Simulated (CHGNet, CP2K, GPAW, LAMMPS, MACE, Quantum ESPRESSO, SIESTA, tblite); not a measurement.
# Glassy 68SiO2-14MgO-11ZnO-7BaO (mol %) (75 atoms) in other programs, against a plane-wave reference

Wanted: errors and costs of other methods on glassy 68SiO2-14MgO-11ZnO-7BaO (mol %) (75 atoms). A plane-wave run serves as the reference.

Main program and level: Quantum ESPRESSO 7.5; Kohn-Sham DFT, PBE, SSSP efficiency 1.3.0 pseudopotentials, plane waves.

**1. Set-up**

The cell holds 75 atoms: 19 Si, 4 Mg, 3 Zn, 2 Ba and 47 O. Its edges and angles: a = 9.925 Å, b = 9.925 Å, c = 9.925 Å, α = 90.0°, β = 90.0°, γ = 90.0°. 75 atoms (19 Si, 4 Mg, 3 Zn, 2 Ba, 47 O) placed at random at 3.15 g/cm³, melted at 4000 K for 10 ps at fixed volume with the Morse and Coulomb pair potential with partial charges (Pedone, Malavasi, Menziani, Cormack and Segre, J. Phys. Chem. B 110, 11780 (2006)). Quenched from 4000 K to 300 K at 25 K/ps and fixed volume, held 5 ps, then minimised at fixed cell.

**2. The reference run**

pw.in

```
&control
  calculation = 'scf'
  pseudo_dir = './pseudo'
  outdir = './tmp'
  disk_io = 'none'
  tprnfor = .true.
  tstress = .true.
/
&system
  ibrav = 0
  nat = 75
  ntyp = 5
  ecutwfc = 60
  ecutrho = 480
  nosym = .true.
  occupations = 'smearing'
  smearing = 'fd'
  degauss = 0.003675
/
&electrons
  conv_thr = 3.8e-07
  electron_maxstep = 100
  mixing_beta = 0.4
  mixing_mode = 'plain'
  diagonalization = 'david'
/
ATOMIC_SPECIES
Si 28.085 Si.upf
Mg 24.305 Mg.upf
Zn 65.380 Zn.upf
Ba 137.327 Ba.upf
O 15.999 O.upf
CELL_PARAMETERS angstrom
9.92530 0.00000 0.00000
0.00000 9.92530 0.00000
0.00000 0.00000 9.92530
ATOMIC_POSITIONS crystal
Si 0.40140 0.43575 0.71092
Si 0.81528 0.81607 0.54513
Si 0.36487 0.33702 0.00327
Si 0.58592 0.01721 0.44424
Si 0.58295 0.88899 0.89386
Si 0.71658 0.60514 0.93370
Si 0.98643 0.30269 0.55340
Si 0.21002 0.65800 0.83609
Si 0.46531 0.72687 0.34970
Si 0.37770 0.30344 0.41588
Si 0.88055 0.96804 0.80138
Si 0.61906 0.58469 0.57369
[... 59 atom lines left out ...]
O 0.56894 0.93977 0.04861
O 0.70255 0.71673 0.60796
O 0.83757 0.67347 0.03070
O 0.89769 0.88788 0.66157
K_POINTS gamma
```

Started as:

```console
$ OMP_NUM_THREADS=1 mpirun -np 4 pw.x -in pw.in > output.txt
```

The log of the run:

```text
Program PWSCF
     gamma-point specific algorithms are used
     one sub-group per band group will be used
     scalapack distributed-memory algorithm (size of sub-group:  2*  2 procs)
     Parallelization info
     sticks:   dense  smooth     PW     G-vecs:    dense   smooth      PW
     Min        3362    1683    420               293090   103578   12964
     Max        3364    1686    422               293093   103580   12970
     Sum       13453    6737   1685              1172367   414317   51867
     bravais-lattice index     =            0
     lattice parameter (alat)  =      18.7561  a.u.
     unit-cell volume          =    6598.2312 (a.u.)^3
     number of atoms/cell      =           75
     number of atomic types    =            5
     number of electrons       =       446.00
[... lines left out ...]
     scf convergence threshold =      3.8E-07
[... lines left out ...]
     number of k points=     1  Fermi-Dirac smearing, width (Ry)=  0.0037
[... lines left out ...]
     total energy              =   -4569.46949722 Ry
[... lines left out ...]
     total energy              =   -4573.99637937 Ry
[... lines left out ...]
     total energy              =   -4574.04552030 Ry
[... lines left out ...]
     total energy              =   -4574.08206565 Ry
[... lines left out ...]
     total energy              =   -4574.08206570 Ry
[... lines left out ...]
   -14.8347 -14.7998 -14.6779 -14.6211 -14.5230 -14.4881 -14.4432 -14.3061
[...]
11.9998  12.0799  12.1316  12.2629  12.3598  12.4290  12.4394  12.5557
    12.6411  12.7390  12.7492  12.7939  12.9393  12.9887  12.9978  13.0997
    13.1270  13.1682  13.2270  13.3084
     the Fermi energy is     6.4854 ev
!    total energy              =   -4574.08206572 Ry
     estimated scf accuracy    <       0.00000016 Ry
     smearing contrib. (-TS)   =      -0.00000000 Ry
     internal energy E=F+TS    =   -4574.08206572 Ry
     The total energy is F=E-TS. E is the sum of the following terms:
     one-electron contribution =   -2559.68491379 Ry
     hartree contribution      =    1514.13336622 Ry
     xc contribution           =    -650.63463766 Ry
     ewald contribution        =   -1556.43428888 Ry
     one-center paw contrib.   =   -1321.46159161 Ry
     convergence has been achieved in  18 iterations
     negative rho (up, down):  5.671E-08 0.000E+00
     Forces acting on atoms (cartesian axes, Ry/au):
     atom    1 type  1   force =    -0.03143459    0.01754198   -0.00597046
     atom    2 type  1   force =    -0.06619413   -0.01624309   -0.00032717
     atom    3 type  1   force =    -0.06402650    0.06735962   -0.01874119
[...]
atom   74 type  5   force =    -0.00124227   -0.03515412    0.01008282
     atom   75 type  5   force =     0.05152879   -0.00284964   -0.00642841
     Total force =     0.575925     Total SCF correction =     0.000152
     Computing stress (Cartesian axis) and pressure
     negative rho (up, down):  5.671E-08 0.000E+00
          total   stress  (Ry/bohr**3)                   (kbar)     P=       60.11
   0.00045457  -0.00009714  -0.00003824           66.87      -14.29       -5.62
  -0.00009714   0.00045798  -0.00018080          -14.29       67.37      -26.60
  -0.00003824  -0.00018080   0.00031324           -5.62      -26.60       46.08
     Message from routine punch:
     Nothing written, as per user request (disk_io='none')
```

Run time: 4.2 min. Hardware: 4 MPI ranks of Intel Xeon Platinum 8259CL at 2.50GHz (Skylake/Cascade Lake), shared host; peak memory 3 GiB.

Banners, paths, timers and routine set-up lines are dropped from the logs unmarked, and long logs keep their key lines alone; longer cuts are marked.

Numbers from this run:

```
r.m.s. force component                           : 0.9872 eV/Å
longest force                                    : 3.172 eV/Å
pressure                                         : 6.011 GPa
gap (highest filled to lowest empty level) : 3.666 eV
```

**3. What was run beside it**

The programs:
- CHGNet: machine-learned potential, published weights.
- CP2K 2026.2: Gaussian basis with GTH pseudopotentials and a plane-wave density; labels give functional, basis (MOLOPT sets; SR short-range, UZH the newer set with its own potentials), grid cutoff/relative cutoff and solver (OT: orbital transformation; TRS4, TC2, SIGN: linear-scaling purification with its sparsity filter), or its built-in tight binding.
- GPAW 26.7.0: PAW with atomic orbitals (LCAO), plane waves or a real-space grid of spacing h.
- MACE: machine-learned potential, published weights.
- Quantum ESPRESSO 7.5: plane waves; labels (QE) give functional, pseudopotential set and cutoffs of waves/density.
- SIESTA 5.4.2: numerical atomic orbitals, whose automatically made sets are far from complete, with PseudoDojo norm-conserving potentials that we converted to its format (checked against plane waves on the same files for H, C, O, Si, Ge and Ca alone); labels give functional, basis size, energy shift and mesh cutoff.
- tblite 0.8.0: extended tight binding, driven from Python.

All use the same cell and atoms; the electronic-structure runs use the same k-mesh, and an electronic temperature of 580 K (0.05 eV) where levels are smeared.

Differences are against the plane-wave reference, forces as r.m.s. over components; share is that over the reference's r.m.s. force, slope the least-squares factor from reference forces to these. Total energies of different programs have different zeros and aren't compared.

```tsv
run	Δ force, r.m.s. (meV/Å)	share (%)	slope	Δ pressure (GPa)	Δ gap (eV)	cores	CPU time	memory (GiB)
reference	-	-	-	-	-	4	17 min	3.0
CHGNet r2SCAN potential	258	26.2	0.777	-4.51	-	1	5.2 s	1.1
CP2K PBE, DZVP-MOLOPT-SR, 1200/50 Ry, SIGN filter 1e-03, SCF 1e-04 (coarse)	1098	111	0.843	1.36	-	2	5.7 min	3.8
CP2K PBE, DZVP-MOLOPT-SR, 1200/50 Ry, SIGN filter 1e-07, SCF 1e-07	157	15.9	0.949	0.243	-	2	10 min	3.7
CP2K PBE, DZVP-MOLOPT-SR, 1200/50 Ry, diagonalisation	152	15.4	0.951	0.236	-0.0481	2	9 min	8.1
CP2K PBE, DZVP-MOLOPT-SR, 600/50 Ry, diagonalisation (coarse)	269	27.2	0.939	0.281	-0.0488	4	6.9 min	4.6
GPAW PBE, LCAO dzp, h 0.18 Å	331	33.5	1.268	-	-0.112	1	4.4 min	1.6
GPAW PBE, LCAO sz(dzp), h 0.18 Å (coarse)	1232	125	1.759	-	-0.632	1	1.7 min	1.2
GPAW revPBE, LCAO dzp, h 0.18 Å	352	35.7	1.282	-	-0.0021	1	4.4 min	1.6
MACE MP-0b3 medium potential	65.8	6.67	0.964	-0.118	-	1	10 s	1.0
MACE MPA-0 medium potential	61.1	6.19	0.970	0.220	-	1	11 s	1.0
QE PBE, gbrv-1.5, 40/200 Ry	32.5	3.29	0.978	0.0963	0.0252	2	5.1 min	1.4
SIESTA PBE, DZ, shift 0.01 Ry, mesh 500 Ry (coarse)	1026	104	1.633	12.0	-0.294	2	3.5 min	1.4
SIESTA PBE, DZP, shift 0.01 Ry, mesh 500 Ry	205	20.7	1.126	1.56	-0.0053	2	7.4 min	2.1
SIESTA PBE, SZP, shift 0.01 Ry, mesh 500 Ry (coarse)	446	45.2	1.316	6.10	0.188	2	6 min	1.9
SIESTA revPBE, PBE potentials, DZP, shift 0.01 Ry, mesh 500 Ry	189	19.2	1.115	3.21	0.129	2	7.6 min	2.1
tblite GFN1-xTB	635	64.3	1.101	-9.79	-	1	11 s	0.11
```

Rows marked coarse were listed beforehand as settings not expected to be converged; some can still land near the reference.

Times of the machine-learned potentials are mostly Python's start and the loading of weights.

CPU time is summed over cores on a shared host, where runs went side by side, so it is rough. Symmetry, cutoffs, thresholds, outputs and thread counts weren't matched or tuned between programs; memory under MPI is the largest rank's times the ranks.

Mean charges by element (e), by run and scheme:

```tsv
run	scheme	Si	Mg	Zn	Ba	O
CP2K PBE, DZVP-MOLOPT-SR, 1200/50 Ry, SIGN filter 1e-07, SCF 1e-07	Mulliken	+0.81	+1.34	+0.70	+1.56	-0.55
CP2K PBE, DZVP-MOLOPT-SR, 1200/50 Ry, diagonalisation	Mulliken	+0.81	+1.34	+0.70	+1.56	-0.55
CP2K PBE, DZVP-MOLOPT-SR, 1200/50 Ry, diagonalisation	Hirshfeld	+0.50	+0.54	+0.52	+0.53	-0.30
SIESTA PBE, DZP, shift 0.01 Ry, mesh 500 Ry	Hirshfeld	+0.37	+0.44	+0.86	+0.49	-0.26
SIESTA revPBE, PBE potentials, DZP, shift 0.01 Ry, mesh 500 Ry	Hirshfeld	+0.37	+0.44	+0.86	+0.49	-0.26
tblite GFN1-xTB	Mulliken	+0.95	+0.83	+1.12	+1.34	-0.58
```

Within one program, basis, potentials and functional, energies share a zero. Each run against its twin at the usual cutoff or grid and solver:

```tsv
run	twin	Δ energy (meV/atom)	Δ force, r.m.s. (meV/Å)	CPU time over the twin's
CP2K PBE, DZVP-MOLOPT-SR, 1200/50 Ry, SIGN filter 1e-03, SCF 1e-04	DZVP-MOLOPT-SR, 1200/50 Ry, diagonalisation	-293	1066	0.63
CP2K PBE, DZVP-MOLOPT-SR, 1200/50 Ry, SIGN filter 1e-07, SCF 1e-07	DZVP-MOLOPT-SR, 1200/50 Ry, diagonalisation	0.0017	8.31	1.1
CP2K PBE, DZVP-MOLOPT-SR, 600/50 Ry, diagonalisation	DZVP-MOLOPT-SR, 1200/50 Ry, diagonalisation	-4.32	270	0.77 (this twin ran on 2 cores)
```

**4. Outcome**

```yaml
reference_r_m_s_force_component: 0.987 eV/Å
nearest_in_forces: QE PBE, gbrv-1.5, 40/200 Ry, 3.3 %
farthest_in_forces: GPAW PBE, LCAO sz(dzp), h 0.18 Å (coarse), 125 %
cheapest_electronic_structure_run_beside_the_reference: tblite GFN1-xTB, 11 s of CPU time
```

**Reading.** PBE on plane waves or a grid with other potentials, cutoffs or grids, coarse settings apart, differs from the reference by 3.3 % (QE PBE, gbrv-1.5, 40/200 Ry) of the r.m.s. force; this holds the reference's own error, so differences of a few per cent don't tell which side is nearer the exact PBE result. The PBE runs in local orbitals, coarse settings apart, differ by 15 % (CP2K PBE, DZVP-MOLOPT-SR, 1200/50 Ry, diagonalisation) to 34 % (GPAW PBE, LCAO dzp, h 0.18 Å); basis, grid and potentials can all enter. Tight binding differs by 64 % (tblite GFN1-xTB); it is another model, with fitted parameters of its own, and the xTB methods hold dispersion. Machine-learned potentials differ by 6.2 % (MACE MPA-0 medium potential) to 26 % (CHGNet r2SCAN potential); they were trained on other programs' data, some at another functional. Rows with another functional or a dispersion term differ by 19 % (SIESTA revPBE, PBE potentials, DZP, shift 0.01 Ry, mesh 500 Ry) to 36 % (GPAW revPBE, LCAO dzp, h 0.18 Å), which mixes the change of model with differences of basis and potentials, some of them made for another functional. Runs with settings chosen to be coarse differ by 27 % (CP2K PBE, DZVP-MOLOPT-SR, 600/50 Ry, diagonalisation) to 125 % (GPAW PBE, LCAO sz(dzp), h 0.18 Å), their programs' other errors included. Of the electronic-structure runs that take under half the reference's CPU time, QE PBE, gbrv-1.5, 40/200 Ry comes nearest, at 3.3 % in 5.1 min against 17 min. SIESTA PBE, SZP, shift 0.01 Ry, mesh 500 Ry stiffens the forces by a factor of 1.32 while following their directions (correlation 0.971). At the same functional, gaps differ from the reference's 3.67 eV by between -0.63 and +0.19 eV. In pressure, SIESTA PBE, DZ, shift 0.01 Ry, mesh 500 Ry misses by +12.0 GPa, at the same functional. Charges hang on model, scheme and program or settings: among these rows the mean for Ba runs from +0.49 to +1.56 e. With SIGN, tightening the sparsity filter from 1e-03 to 1e-07, and the SCF threshold with it, takes the force difference from the cubic solver from 1066 to 8.3 meV/Å, and the CPU time from 0.63 to 1.1 times the cubic solver's. In the reference: filled and empty levels are parted by 3.67 eV (on the run's k-points); a semilocal functional tends to put such gaps too low. In a disordered cell it changes from sample to sample, and tail or defect levels can set it. Periodic xTB results under one method name differ between programs and library versions. The potentials hold different valence shells: 446 electrons in the reference, 454 in GPAW, 478 in SIESTA, 454 in CP2K with DZVP-MOLOPT-SR and 478 in Quantum ESPRESSO with GBRV; this bears on time and differences. The reference's pressure holds the uncorrected Pulay stress of its 60 Ry basis, so small pressure differences, and their order, may be the reference's own error. Machine-learned potentials mimic data converged in k, so the reference's own k-point error enters their differences. The quench rate of 25 K/ps is many orders above laboratory rates, so the cell is likely richer in defects and strain than a real sample. The network of bonds at the start is that of the classical potential that made the cell, and needn't be the one that DFT or experiment would give. The reference's pressure of 6.0 GPa belongs to a cell and atoms that aren't relaxed at this level. The electronic-structure runs sample only Γ, in a cell whose shortest periodic width is 10 Å. Spin–orbit coupling is left out, which matters for the levels of the heavy elements.

[Also dropped from logs without a mark: logging warnings of Python, and SIESTA's first energy breakdown and zero terms.]

[Logs are printed without paths, hosts, clocks, repeated set-up lines and the standing remarks that a program may print on its own settings, such as how far it seeks lower states.]

[Hosts, paths, dates, database ids (printed as entryN), source tags and the programs' standing remarks are cut or masked in the printed files.]
